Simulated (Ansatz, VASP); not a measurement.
# GaP (GaP(110)) in two plane-wave programs

Aim: how closely do two programs agree when they are given the same cell, functional and k mesh? Of the first pair: The structure shown is the end of the VASP relaxation below. Valence electrons are named where the data sets of a main pair hold unlike numbers.

Program: Ansatz 0.2.0. Level of theory: plane waves, with VASP 6.6.1 beside it; single point at PBE and band structure at PBE. Results are calculated unless marked as measured.

### Step 1. Set-up

The cell holds 18 atoms: 9 Ga and 9 P. Cell: a = 3.952 Å, b = 5.589 Å, c = 31.577 Å, α = 90.0°, β = 90.0°, γ = 90.0°. It derives from GaP. As first built, before any earlier steps moved the atoms (in the runner's words): 9 layers, strained by +1 % in the plane. Vacuum lies along c.

### Step 2. VASP: relaxation, PBE

This run makes the geometry at which the two programs are then compared.

Lines of VASP's logs that name or quote its potential files are left out, and so is its time.

File INCAR:

```
SYSTEM = GaP
PREC = Normal
ENCUT = 320
EDIFF = 1E-05
NELM = 120
ISMEAR = 0
SIGMA = 0.03
LREAL = Auto
ALGO = Fast
GGA = PE
NBANDS = 54
LORBIT = 11
LWAVE = .FALSE.
LCHARG = .FALSE.
KPAR = 2
NCORE = 2
IBRION = 2
NSW = 60
ISIF = 2
EDIFFG = -0.03
POTIM = 0.4
MAXMIX = 40
IDIPOL = 3
LDIPOL = .TRUE.
DIPOL = 0.5 0.5 0.5
```

File POSCAR:

```
GaP
1.0
    3.9521941169      0.0000000000      0.0000000000
    0.0000000000      5.5892465213      0.0000000000
    0.0000000000      0.0000000000     31.5767805504
Ga P
9 9
Direct
    0.0000000000      0.0000000000      0.2533507200
    0.5000000000      0.5000000000      0.3150130400
    0.0000000000      0.0000000000      0.3766753600
    0.5000000000      0.5000000000      0.4383376800
    0.0000000000      0.0000000000      0.5000000000
    0.5000000000      0.5000000000      0.5616623200
    0.0000000000      0.0000000000      0.6233246400
    0.5000000000      0.5000000000      0.6849869600
    0.0000000000      0.0000000000      0.7466492800
    0.0000000000      0.7500000000      0.3150130400
    0.5000000000      0.2500000000      0.2533507200
    0.0000000000      0.7500000000      0.4383376800
    0.5000000000      0.2500000000      0.3766753600
    0.0000000000      0.7500000000      0.5616623200
    0.5000000000      0.2500000000      0.5000000000
    0.0000000000      0.7500000000      0.6849869600
    0.5000000000      0.2500000000      0.6233246400
    0.5000000000      0.2500000000      0.7466492800
```

File KPOINTS:

```
Automatic mesh
0
Gamma
6 5 1
0 0 0
```

The projector-augmented-wave data sets are Ga and P (PBE family, release 64).

The run is started by

```console
$ mpirun -np 4 vasp_std
```

Numbers of over 12 decimals in the logs are rounded to 6 here.

The log of the run:

```text
[banner, memory and clock lines left out]
running    4 mpi-ranks, on    1 nodes
 distrk:  each k-point on    2 cores,    2 groups
 distr:  one band on    2 cores,    1 groups

 POSCAR found type information on POSCAR GaP
 POSCAR found :  2 types and      18 ions
 LDA part: xc-table for (Slater+PW92), standard interpolation
 POSCAR, INCAR and KPOINTS ok, starting setup
 FFT: planning ... GRIDC
 FFT: planning ... GRID_SOFT
 FFT: planning ... GRID
 WAVECAR not read
 entering main loop
       N       E                     dE             d eps       ncg     rms          rms(c)
DAV:   1     0.292940509687E+03    0.29294E+03   -0.19078E+04  1304   0.696E+02
DAV:   2    -0.462671016464E+02   -0.33921E+03   -0.32659E+03  1732   0.155E+02
DAV:   3    -0.803062018049E+02   -0.34039E+02   -0.33595E+02  1560   0.505E+01
DAV:   4    -0.816871846618E+02   -0.13810E+01   -0.13766E+01  1856   0.115E+01
DAV:   5    -0.817289450380E+02   -0.41760E-01   -0.41734E-01  1736   0.189E+00    0.142E+01
RMM:   6    -0.788155977422E+02    0.29133E+01   -0.40413E+00  1296   0.437E+00    0.833E+00
RMM:   7    -0.785493774674E+02    0.26622E+00   -0.44800E+00  1296   0.455E+00    0.263E+00
RMM:   8    -0.784522045661E+02    0.97173E-01   -0.81484E-01  1297   0.236E+00    0.670E-01
RMM:   9    -0.784258079386E+02    0.26397E-01   -0.69774E-02  1329   0.834E-01    0.275E-01
RMM:  10    -0.784292483148E+02   -0.34404E-02   -0.25800E-02  1511   0.409E-01    0.224E-01
RMM:  11    -0.784287330822E+02    0.51523E-03   -0.50546E-03  1301   0.197E-01    0.815E-02
RMM:  12    -0.784293645820E+02   -0.63150E-03   -0.18347E-03  1364   0.121E-01    0.519E-02
RMM:  13    -0.784296011067E+02   -0.23652E-03   -0.48274E-04  1481   0.580E-02    0.344E-02
RMM:  14    -0.784298265974E+02   -0.22549E-03   -0.19671E-04  1271   0.324E-02    0.170E-02
RMM:  15    -0.784298984982E+02   -0.71901E-04   -0.55700E-05  1017   0.165E-02    0.989E-03
RMM:  16    -0.784300257457E+02   -0.12725E-03   -0.32309E-05   951   0.133E-02    0.130E-02
RMM:  17    -0.784300618845E+02   -0.36139E-04   -0.23011E-05   918   0.950E-03    0.446E-03
RMM:  18    -0.784300865318E+02   -0.24647E-04   -0.10517E-05   894   0.670E-03    0.477E-03
RMM:  19    -0.784301086914E+02   -0.22160E-04   -0.35625E-06   824   0.425E-03    0.380E-03
RMM:  20    -0.784301312683E+02   -0.22577E-04   -0.17477E-06   566   0.289E-03    0.209E-03
RMM:  21    -0.784301489006E+02   -0.17632E-04   -0.14244E-06   628   0.297E-03    0.246E-03
RMM:  22    -0.784301588057E+02   -0.99051E-05   -0.48901E-07   475   0.233E-03
   1 F= -.78430159E+02 E0= -.78430159E+02  d E =-.784302E+02
[... from here on, the cycles between the ionic steps are left out ...]
   2 F= -.78906547E+02 E0= -.78906547E+02  d E =-.476388E+00
  13 F= -.79855820E+02 E0= -.79855820E+02  d E =-.360093E-02
  14 F= -.79855881E+02 E0= -.79855881E+02  d E =-.366168E-02
  15 F= -.79857794E+02 E0= -.79857794E+02  d E =-.191264E-02
  16 F= -.79859558E+02 E0= -.79859558E+02  d E =-.367695E-02
  17 F= -.79860929E+02 E0= -.79860929E+02  d E =-.137038E-02
  18 F= -.79862513E+02 E0= -.79862513E+02  d E =-.295517E-02
  19 F= -.79863305E+02 E0= -.79863305E+02  d E =-.791844E-03
  20 F= -.79863499E+02 E0= -.79863499E+02  d E =-.985825E-03
  21 F= -.79863478E+02 E0= -.79863478E+02  d E =-.964365E-03
  22 F= -.79863552E+02 E0= -.79863552E+02  d E =-.103886E-02
  23 F= -.79863543E+02 E0= -.79863543E+02  d E =-.102967E-02
  24 F= -.79863552E+02 E0= -.79863552E+02  d E =-.103888E-02
 curvature:  -0.29 expect dE=-0.899E-04 dE for cont linesearch -0.198E-06
 trial: gam= 0.34155 g(F)=  0.307E-03 g(S)=  0.000E+00 ort = 0.435E-04 (trialstep = 0.169E+01)
 search vector abs. value=  0.663E-03
 bond charge predicted
       N       E                     dE             d eps       ncg     rms          rms(c)
DAV:   1    -0.798637573075E+02   -0.20855E-03   -0.22490E-02  1308   0.433E-01    0.625E-02
RMM:   2    -0.798638204517E+02   -0.63144E-04   -0.14048E-03  1296   0.130E-01    0.410E-02
RMM:   3    -0.798638603727E+02   -0.39921E-04   -0.27325E-04  1349   0.614E-02    0.331E-02
RMM:   4    -0.798638692741E+02   -0.89014E-05   -0.46058E-05  1166   0.275E-02
  25 F= -.79863869E+02 E0= -.79863869E+02  d E =-.317037E-03
 trial-energy change:   -0.000317  1 .order   -0.000332   -0.000544   -0.000119
 step:   2.1611(harm=  2.1611)  dis= 0.00297  next Energy=   -79.863900 (dE=-0.348E-03)
 reached required accuracy - stopping structural energy minimisation
```

OUTCAR, selected parts (step 2):

```text
ion  position               nearest neighbor table
   1  0.000  0.000  0.253-  10 2.40  11 2.42  11 2.42
   2  0.500  0.500  0.315-  11 2.40  13 2.40  10 2.42  10 2.42
   3  0.000  0.000  0.377-  12 2.40  10 2.40  13 2.42  13 2.42
   4  0.500  0.500  0.438-  13 2.40  15 2.40  12 2.42  12 2.42
   5  0.000  0.000  0.500-  12 2.40  14 2.40  15 2.42  15 2.42
   6  0.500  0.500  0.562-  17 2.40  15 2.40  14 2.42  14 2.42
   7  0.000  0.000  0.623-  14 2.40  16 2.40  17 2.42  17 2.42
   8  0.500  0.500  0.685-  18 2.40  17 2.40  16 2.42  16 2.42
   9  0.000  0.000  0.747-  16 2.40  18 2.42  18 2.42
  10  0.000  0.750  0.315-   1 2.40   3 2.40   2 2.42   2 2.42
  11  0.500  0.250  0.253-   2 2.40   1 2.42   1 2.42
  12  0.000  0.750  0.438-   3 2.40   5 2.40   4 2.42   4 2.42
  13  0.500  0.250  0.377-   4 2.40   2 2.40   3 2.42   3 2.42
  14  0.000  0.750  0.562-   7 2.40   5 2.40   6 2.42   6 2.42
  15  0.500  0.250  0.500-   4 2.40   6 2.40   5 2.42   5 2.42
  16  0.000  0.750  0.685-   9 2.40   7 2.40   8 2.42   8 2.42
  17  0.500  0.250  0.623-   6 2.40   8 2.40   7 2.42   7 2.42
  18  0.500  0.250  0.747-   8 2.40   9 2.42   9 2.42

  LATTYP: Found a simple orthorhombic cell.
 ALAT       =     3.9521941169
 B/A-ratio  =     1.4142135624
 C/A-ratio  =     7.9896836077

 Subroutine GETGRP returns: Found  4 space group operations
 (whereof  4 operations were pure point group operations)

The static configuration has the point symmetry C_2v.

 Found     12 irreducible k-points:

   k-points           NKPTS =     12   k-points in BZ     NKDIM =     12   number of bands    NBANDS=     54

   dimension x,y,z NGX =    18 NGY =   24 NGZ =  140
   dimension x,y,z NGXF=    36 NGYF=   48 NGZF=  280

   ENCUT  =  320.0 eV  23.52 Ry    4.85 a.u.   5.76  8.15 46.06*2*pi/ulx,y,z

   NELECT =      72.0000    total number of electrons

 k-points in reciprocal lattice and weights: Automatic mesh
   0.00000000  0.00000000  0.00000000       0.033
   0.16666667  0.00000000  0.00000000       0.067
   0.33333333  0.00000000  0.00000000       0.067
   0.50000000  0.00000000  0.00000000       0.033
   0.00000000  0.20000000  0.00000000       0.067
   0.16666667  0.20000000  0.00000000       0.133
   0.33333333  0.20000000  0.00000000       0.133
   0.50000000  0.20000000  0.00000000       0.067
   0.00000000  0.40000000  0.00000000       0.067
   0.16666667  0.40000000  0.00000000       0.133
   0.33333333  0.40000000  0.00000000       0.133
   0.50000000  0.40000000  0.00000000       0.067

 dipolmoment           0.000000      0.000000     -0.000000 electrons x Angstroem

 average (electrostatic) potential at core
       1 -18.0790       2 -17.8250       3 -17.8801       4 -17.8557       5 -17.8601
       6 -17.8557       7 -17.8801       8 -17.8250       9 -18.0790      10 -88.8276
      11 -88.3946      12 -88.8111      13 -88.7680      14 -88.8111      15 -88.7955
      16 -88.8276      17 -88.7680      18 -88.3946

 E-fermi :  -0.7484

 k-point     1 :       0.0000    0.0000    0.0000
  band No.  band energies     occupation
    ...
     32      -1.1642      2.00000
     33      -1.0175      2.00000
     34      -0.9955      2.00000
     35      -0.9635      2.00000
     36      -0.8775      2.00000
     37       0.6924      0.00000
     38       0.9201      0.00000
     39       0.9937      0.00000
     40       1.2607      0.00000
     41       1.3136      0.00000
    ...

 k-point     2 :       0.1667    0.0000    0.0000
  band No.  band energies     occupation
    ...
     32      -1.9653      2.00000
     33      -1.7001      2.00000
     34      -1.6026      2.00000
     35      -1.3503      2.00000
     36      -1.0967      2.00000
     37       1.3198      0.00000
     38       1.5493      0.00000
     39       1.7410      0.00000
     40       1.9385      0.00000
     41       2.1216      0.00000
    ...

 k-point     3 :       0.3333    0.0000    0.0000
  band No.  band energies     occupation
    ...
     32      -2.4797      2.00000
     33      -2.3271      2.00000
     34      -1.9708      2.00000
     35      -1.6376      2.00000
     36      -1.3489      2.00000
     37       0.7509      0.00000
     38       0.9007      0.00000
     39       1.2355      0.00000
     40       1.5365      0.00000
     41       1.7317      0.00000
    ...

  Total       -6.5356386     -3.6719906     -0.4115783      0.0000000      0.0000000      0.0000000
  in kB      -15.0120232     -8.4343722     -0.9453741      0.0000000      0.0000000      0.0000000
  external PRESSURE =      -8.1305899 kB  Pullay stress =       0.0000000 kB

  energy-cutoff  :      320.00
  volume of cell :      697.52
      direct lattice vectors                 reciprocal lattice vectors
     3.952194117  0.000000000  0.000000000     0.253024009  0.000000000  0.000000000
     0.000000000  5.589246521  0.000000000     0.000000000  0.178914993  0.000000000
     0.000000000  0.000000000 31.576780550     0.000000000  0.000000000  0.031668840

 POSITION                                       TOTAL-FORCE (eV/Angst)
 -----------------------------------------------------------------------------------
      0.00000      0.33531      8.43522        -0.000000     -0.001575     -0.000998
      1.97610      2.72471      9.85919        -0.000000      0.011400      0.023614
      0.00000      5.54566     11.91470        -0.000000     -0.019744      0.003520
      1.97610      2.73842     13.83273         0.000000     -0.009647     -0.006668
      0.00000      5.53939     15.78839        -0.000000      0.008144     -0.000000
      1.97610      2.73842     17.74405        -0.000000     -0.009647      0.006668
      0.00000      5.54566     19.66208        -0.000000     -0.019744     -0.003520
      1.97610      2.72471     21.71759        -0.000000      0.011400     -0.023614
      0.00000      0.33531     23.14156        -0.000000     -0.001575      0.000998
      3.95219      4.11288      9.95611        -0.000000      0.010193     -0.002616
      1.97610      1.47627      7.80251        -0.000000     -0.003064      0.008289
      0.00000      4.12480     13.84813        -0.000000      0.020228     -0.009223
      1.97610      1.35415     11.86982         0.000000     -0.012235     -0.003862
      0.00000      4.12480     17.72865        -0.000000      0.020228      0.009223
      1.97610      1.33678     15.78839        -0.000000      0.000745     -0.000000
      3.95219      4.11288     21.62067         0.000000      0.010193      0.002616
      1.97610      1.35415     19.70696        -0.000000     -0.012235      0.003862
      1.97610      1.47627     23.77427        -0.000000     -0.003064     -0.008289
 -----------------------------------------------------------------------------------
    total drift:                               -0.000000      0.044369      0.000005

  FREE ENERGIE OF THE ION-ELECTRON SYSTEM (eV)
  ---------------------------------------------------
  free  energy   TOTEN  =       -79.8638692741 eV

  energy  without entropy=      -79.8638692741  energy(sigma->0) =      -79.86386927

 reached required accuracy - stopping structural energy minimisation

 vacuum level on the upper side and lower side of the slab         4.507         4.507

 total charge
# of ion       s       p       d       tot
------------------------------------------
    1        1.134   1.034   0.120   2.288
    2        1.061   1.169   0.150   2.379
    3        1.063   1.176   0.145   2.385
    4        1.064   1.187   0.148   2.399
    5        1.064   1.190   0.149   2.403
    6        1.064   1.187   0.148   2.399
    7        1.063   1.176   0.145   2.385
    8        1.061   1.169   0.150   2.379
    9        1.134   1.034   0.120   2.288
   10        1.031   1.489   0.000   2.520
   11        1.072   1.411   0.000   2.484
   12        1.027   1.493   0.000   2.520
   13        1.029   1.485   0.000   2.515
   14        1.027   1.493   0.000   2.520
   15        1.027   1.492   0.000   2.519
   16        1.031   1.489   0.000   2.520
   17        1.029   1.485   0.000   2.515
   18        1.072   1.411   0.000   2.484
--------------------------------------------------
tot         19.056  23.570   1.275  43.902

[... 3 further parts left out ...]
```

CONTCAR:

```
GaP
   1.00000000000000
     3.9521941168999999    0.0000000000000000    0.0000000000000000
     0.0000000000000000    5.5892465212999998    0.0000000000000000
     0.0000000000000000    0.0000000000000000   31.5767805503999988
  Ga              P
     9     9
Direct
     0.0000000000000000    0.0599911368244035    0.2671335910622458
     0.5000000000000000    0.4874917172436330    0.3122291530262700
     0.0000000000000000    0.9922015367526771    0.3773247457024185
     0.5000000000000000    0.4899439956184581    0.4380666032332074
     0.0000000000000000    0.9910803453297801    0.5000000000000000
     0.5000000000000000    0.4899439956184581    0.5619333967667928
     0.0000000000000000    0.9922015367526771    0.6226752542975813
     0.5000000000000000    0.4874917172436330    0.6877708469737301
     0.0000000000000000    0.0599911368244034    0.7328664089377546
     1.0000000000000000    0.7358550812302608    0.3152985640455941
     0.5000000000000000    0.2641260045061475    0.2470964850358580
     0.0000000000000000    0.7379879314691669    0.4385542905373314
     0.5000000000000000    0.2422778610954035    0.3759033337541376
     0.0000000000000000    0.7379879314691669    0.5614457094626688
     0.5000000000000000    0.2391691251899187    0.5000000000000000
     1.0000000000000000    0.7358550812302608    0.6847014359544057
     0.5000000000000000    0.2422778610954035    0.6240966662458624
     0.5000000000000000    0.2641260045061475    0.7529035149641418
```

The gap is read on the k-mesh alone, so it is an upper bound where the band edges lie off the mesh. The data set Ga keeps the semicore shell frozen, which is cheaper and a little less accurate. The run keeps the 4 symmetry operations of its start, so it cannot find a distortion of lower symmetry.

[end of part 1 of 3]

[Lines on the potential files, build, host, timing and source positions are cut from VASP's logs without a mark.]

[Logs are printed without paths, hosts, clocks, repeated set-up lines and the standing remarks that a program may print on its own settings, such as how far it seeks lower states.]

[Hosts, paths, dates, database ids (printed as entryN), source tags and the programs' standing remarks are cut or masked in the printed files.]
